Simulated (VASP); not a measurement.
# Ge8H3 in VASP: settings compared, part 2 of 2

VASP 6.6.1. Earlier steps stand in the parts before.

## 3. Single point, PBE

Input file INCAR:

```
PREC     = Accurate       # precision mode
ENCUT    = 400            # plane-wave cutoff, eV
EDIFF    = 1E-7           # SCF threshold, eV
ISMEAR   = 0              # smearing method
SIGMA    = 0.05           # smearing width, eV
LREAL    = Auto         
LASPH    = True           # aspherical terms in the spheres
NELM     = 80             # most SCF steps
ALGO     = Normal         # electronic algorithm
ISIF     = 2              # what is computed and relaxed
LWAVE    = False          # write WAVECAR
LCHARG   = False          # write CHGCAR
GGA      = PE             # functional
ISYM     = 0            
NCORE    = 4
```

Input file KPOINTS:

```
regular mesh
0
Gamma
  1 1 1
```

Input file POSCAR:

```
Ge8H3                                   
1.0
    8.0016203359      8.0016203359      0.0000000000
   -8.0016203359      8.0016203359      0.0000000000
    0.0000000000      0.0000000000     23.7419000000
  Ge              H             
    48    18
Selective dynamics
Direct
     0.6874844796523469    0.3125154342772459    0.4196610226881763   T   T   T
     0.8109052985929402    0.6819680562371955    0.4200458675085491   T   T   T
     0.0499590853152646    0.9500406051956012    0.4370432124074445   T   T   T
     0.3180318790798404    0.1890946508792682    0.4200457935743900   T   T   T
     0.9666007440504750    0.5351113032897667    0.4556396085718298   T   T   T
     0.2070600596086352    0.7929398548533451    0.4353435007325560   T   T   T
[... 32 lines left out ...]
     0.5032286066555433    0.9967689500006340    0.2039845110368887   T   T   T
     0.4953590875350183    0.5046409404180102    0.2041363448685064   T   T   T
     0.8750000000000000    0.3750000000000000    0.1448662490999979   F   F   F
     0.8750000000000000    0.8750000000000000    0.1448662490999979   F   F   F
     0.1250000000000000    0.1250000000000000    0.1448662490999979   F   F   F
     0.3750000000000000    0.3750000000000000    0.1448662490999979   F   F   F
     0.1250000000000000    0.6250000000000000    0.1448662490999979   F   F   F
     0.3750000000000000    0.8750000000000000    0.1448662490999979   F   F   F
[... 16 lines left out ...]
     0.7010221023000014    0.5489778976999986    0.1052990704000010   F   F   F
     0.5489778976999986    0.7010221023000014    0.1052990704000010   F   F   F
     0.2348673317021950    0.7651326215965917    0.4980725083383200   T   T   T
     0.0127401553540992    0.9872596167722991    0.4975508479490210   T   T   T
```

Potentials or basis: VASP PAW PBE potentials, release 64 (Ge_d, H).

On the command line:

```console
> cat potpaw_PBE.64/Ge_d/POTCAR potpaw_PBE.64/H/POTCAR > POTCAR
> mpirun -np 8 vasp_gam > vasp.out
```

Wall time 4.6 min (8 MPI ranks of Intel Xeon 6975P-C (Granite Rapids), shared host); peak memory 0.4 GiB.

Results (log left out):

```yaml
Free_energy: -264.4749 eV
Largest_force: 0.281 eV/Å
Band_gap_on_the_k_mesh: 0.42 eV, direct
```

Forces in eV/Å, atoms in the order of the input:
```
Ge  -0.103  0.000  0.034
Ge   0.114  0.001  0.009
Ge  -0.021  0.000  0.093
Ge   0.114 -0.001  0.009
Ge  -0.028  0.008  0.048
Ge   0.004  0.000  0.078
Ge  -0.028 -0.008  0.048
Ge   0.029  0.000  0.060
Ge  -0.010 -0.004  0.087
Ge   0.009 -0.022  0.069
Ge   0.009  0.022  0.069
Ge   0.016 -0.011  0.084
Ge   0.005 -0.039  0.069
Ge   0.005  0.039  0.069
Ge  -0.010  0.004  0.087
Ge   0.016  0.011  0.084
Ge   0.005 -0.003  0.033
Ge  -0.009 -0.025  0.066
Ge  -0.009  0.025  0.066
Ge  -0.010 -0.001  0.091
Ge   0.015  0.011  0.018
Ge   0.015 -0.011  0.018
Ge   0.005  0.003  0.033
Ge  -0.010  0.001  0.091
Ge   0.001  0.000 -0.012
Ge  -0.002 -0.003 -0.009
Ge   0.000  0.000 -0.019
Ge  -0.002  0.003 -0.009
Ge  -0.003  0.001 -0.009
Ge  -0.003  0.000 -0.008
Ge  -0.003 -0.001 -0.009
Ge   0.007  0.000 -0.022
Ge  -0.002  0.000 -0.068
Ge  -0.001  0.001 -0.059
Ge   0.007  0.000 -0.064
Ge  -0.001 -0.001 -0.059
Ge  -0.003 -0.002 -0.062
Ge   0.010  0.000 -0.045
Ge  -0.003  0.002 -0.062
Ge   0.008  0.000 -0.049
Ge   0.195  0.027 -0.109
Ge  -0.246  0.004 -0.135
Ge  -0.246 -0.004 -0.135
Ge  -0.239  0.030 -0.125
Ge   0.192 -0.015 -0.131
Ge   0.192  0.015 -0.131
Ge   0.195 -0.027 -0.109
Ge  -0.239 -0.030 -0.125
H   -0.078 -0.036 -0.012
H    0.047  0.020  0.039
H   -0.042  0.008  0.042
H    0.087 -0.012 -0.030
H   -0.042 -0.008  0.042
H    0.087  0.012 -0.030
H   -0.044  0.020  0.038
H    0.101 -0.019 -0.021
H   -0.094  0.013 -0.014
H    0.052 -0.015  0.028
H   -0.094 -0.013 -0.014
H    0.052  0.015  0.028
H   -0.078  0.036 -0.012
H    0.047 -0.020  0.039
H   -0.044 -0.020  0.038
H    0.101  0.019 -0.021
H    0.016  0.000  0.016
H   -0.009  0.000 -0.002
```

Levels at points of the mesh, in eV from the valence-band top:
| k point | band 343 | band 344 | band 345 | band 346 | band 347 | band 348 |
| --- | --- | --- | --- | --- | --- | --- |
| (0.00, 0.00, 0.00) | -0.26 | -0.22 | 0.00 | 0.42 | 0.86 | 1.03 |

## 4. Single point, RPBE

INCAR, as its differences from that of step 3:

```diff
@@ -12,3 +12,3 @@
 LCHARG   = False          # write CHGCAR
-GGA      = PE             # functional
+GGA      = RP             # functional
 ISYM     = 0
```

KPOINTS is that of step 3.

POSCAR is that of step 3.

On the command line:

```console
> cat potpaw_PBE.64/Ge_d/POTCAR potpaw_PBE.64/H/POTCAR > POTCAR
> mpirun -np 8 vasp_gam > vasp.out
```

Wall time 3.8 min (8 MPI ranks of Intel Xeon 6975P-C (Granite Rapids), shared host); peak memory 0.41 GiB.

It converged, with:

```yaml
Free_energy: -249.9968 eV
Largest_force: 0.358 eV/Å
Band_gap_on_the_k_mesh: 0.47 eV, direct
```

Forces in eV/Å, atoms in the order of the input:
```
Ge  -0.078  0.000  0.118
Ge   0.093  0.004  0.108
Ge  -0.053  0.000  0.193
Ge   0.093 -0.004  0.108
Ge   0.019  0.003  0.219
Ge   0.043  0.000  0.173
Ge   0.019 -0.003  0.219
Ge  -0.011  0.000  0.241
Ge   0.029  0.005  0.127
Ge  -0.041 -0.021  0.103
Ge  -0.041  0.021  0.103
Ge  -0.020  0.001  0.111
Ge   0.038 -0.055  0.094
Ge   0.038  0.055  0.094
Ge   0.029 -0.005  0.127
Ge  -0.020 -0.001  0.111
Ge   0.005 -0.003  0.050
Ge  -0.010 -0.024  0.073
Ge  -0.010  0.024  0.073
Ge  -0.015  0.003  0.103
Ge   0.016  0.006  0.032
Ge   0.016 -0.006  0.032
Ge   0.005  0.003  0.050
Ge  -0.015 -0.003  0.103
Ge   0.002  0.000 -0.013
Ge  -0.005 -0.004 -0.014
Ge  -0.007  0.000 -0.028
Ge  -0.005  0.004 -0.014
Ge  -0.003  0.002 -0.012
Ge  -0.001  0.000 -0.009
Ge  -0.003 -0.002 -0.012
Ge   0.008  0.000 -0.026
Ge   0.004  0.000 -0.067
Ge  -0.011  0.000 -0.058
Ge   0.001  0.000 -0.066
Ge  -0.011  0.000 -0.058
Ge   0.009 -0.002 -0.065
Ge   0.019  0.000 -0.045
Ge   0.009  0.002 -0.065
Ge  -0.002  0.000 -0.052
Ge   0.196  0.029 -0.235
Ge  -0.246  0.006 -0.260
Ge  -0.246 -0.006 -0.260
Ge  -0.239  0.033 -0.250
Ge   0.193 -0.018 -0.257
Ge   0.193  0.018 -0.257
Ge   0.196 -0.029 -0.235
Ge  -0.239 -0.033 -0.250
H   -0.112 -0.035 -0.039
H    0.082  0.020  0.014
H   -0.077  0.009  0.017
H    0.119 -0.012 -0.057
H   -0.077 -0.009  0.017
H    0.119  0.012 -0.057
H   -0.079  0.021  0.014
H    0.134 -0.019 -0.049
H   -0.128  0.013 -0.042
H    0.086 -0.015  0.004
H   -0.128 -0.013 -0.042
H    0.086  0.015  0.004
H   -0.112  0.035 -0.039
H    0.082 -0.020  0.014
H   -0.079 -0.021  0.014
H    0.134  0.019 -0.049
H    0.036  0.000  0.067
H   -0.031  0.000  0.052
```

Levels at points of the mesh, in eV from the valence-band top:
| k point | band 343 | band 344 | band 345 | band 346 | band 347 | band 348 |
| --- | --- | --- | --- | --- | --- | --- |
| (0.00, 0.00, 0.00) | -0.27 | -0.22 | 0.00 | 0.47 | 0.90 | 1.09 |

Caveat: the PAW data sets were made with another functional, which shifts forces and pressure a little.

## 5. Overview

```tsv
task	level	cell	gap on the mesh (eV)	largest force (eV/Å)
relaxation of the atoms	PBE+D3(BJ)	atoms relaxed	0.42	-
single point	PBE	as given	0.42	0.28
single point	RPBE	as given	0.47	0.36
```

Alike in all rows: potentials or basis VASP PAW PBE potentials, release 64 (Ge_d, H); no spin polarisation; k mesh 1 × 1 × 1; cutoff (eV) 400; smearing gaussian 0.05 eV.

Caveats: the PAW data sets were made with another functional, which shifts forces and pressure a little (some runs).

Absolute energies hang on the potentials; compare differences alone.
